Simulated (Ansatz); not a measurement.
Wires are cut from relaxed bulk GaP (F-43m, 20.85 Å³/atom, gap on the mesh 1.58 eV); atoms and period are relaxed, and energies count from that bulk.

Theory: DFT PBE, scalar-relativistic, plane waves, PAW in Ansatz.

Cutoff 420 eV, Gaussian smearing of 0.05 eV, energies at zero smearing, symmetry of each start kept, collinear spin where a moment is listed.

```tsv
start	atoms	k mesh	excess energy (eV per host atom)	line energy (eV/Å)	period (Å)	gap on the mesh (eV)	highest filled level or Fermi level under vacuum (eV)	size of the moment (μB per cell)
[111] wire, 8 host atoms a period*	8	1×1×4	0.897	0.899	7.982	1.34	5.21	0.00
[111] wire, 20 host atoms a period*	20	1×1×4	0.568	1.173	9.685	0	4.76	1.51
```

* ends far from its start.

Each run keeps its start's symmetry and one magnetic start, so lower states can exist.

Cost: 2 runs of about 82 core-minutes in all, on Intel Xeon 6975P-C (Granite Rapids) (shared hosts).